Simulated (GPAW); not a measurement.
Crystal: CaF2 (Fluorite).

```
Ca F
1.0
     0.00000    2.73100    2.73100
     2.73100    0.00000    2.73100
     2.73100    2.73100    0.00000
Ca F
1 2
Direct
  0.00000 0.00000 0.00000
  0.75000 0.75000 0.75000
  0.25000 0.25000 0.25000
```

Base run:

| Item | Value |
| --- | --- |
| Program | GPAW 26.7.0 |
| Functional | PBE |
| Potentials or basis | GPAW PAW data sets (gpaw-data 1.2.1) |
| Cutoff | 800 eV |
| Basis | pw |
| k mesh | 8 × 8 × 8 |
| Occupations | fermi-dirac, width 0.05 eV |
| Spin | no spin polarisation |

Its results: band gap on the k mesh 7.28 eV, indirect (least direct gap 7.54 eV); pressure 1.1 GPa.

**Question.** The run is repeated on the same cell with these changes: functional from PBE to LDA; potentials or basis from GPAW PAW data sets (gpaw-data 1.2.1) to the program's PAW data sets (release 1.2.1) made for this functional. What comes out?

**Answer.** Band gap on the k mesh 6.90 eV, indirect (least direct gap 7.16 eV); pressure -7.6 GPa.
